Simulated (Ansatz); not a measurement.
Sb:

```
CELL_PARAMETERS angstrom
-1.57654 1.57654 2.71194
1.57654 -1.57654 2.71194
1.57654 1.57654 -2.71194
ATOMIC_POSITIONS crystal
Sb 0.00000 0.00000 0.00000
```

This isn't the form of Sb at room conditions, which is rhombohedral.

Base run:

* Program: Ansatz 0.2.0
* Functional: BLYP
* Potentials or basis: Ansatz PAW
* Cutoff: 420 eV
* Density cutoff: 1680 eV
* k mesh: 12 × 12 × 12
* Occupations: fermi-dirac, width 0.05 eV
* Spin: no spin polarisation

Its results: band gap on the k mesh none (metal or under the smearing width); pressure 7.4 GPa.

**Question.** The run is repeated on the same cell with these changes: functional from BLYP to r2SCAN; cutoff from 420 eV to 500 eV; density cutoff from 1680 eV to 2000 eV. What comes out?

**Answer.** Band gap on the k mesh none (metal or under the smearing width); pressure 1.2 GPa.

Caveats: the PAW data sets come from PBE, with cores solved anew for the run's functional, which leaves a small shift of forces and pressure; the potentials were made for another functional, which shifts forces and pressure (some runs).

Not every run made on this cell is shown here.
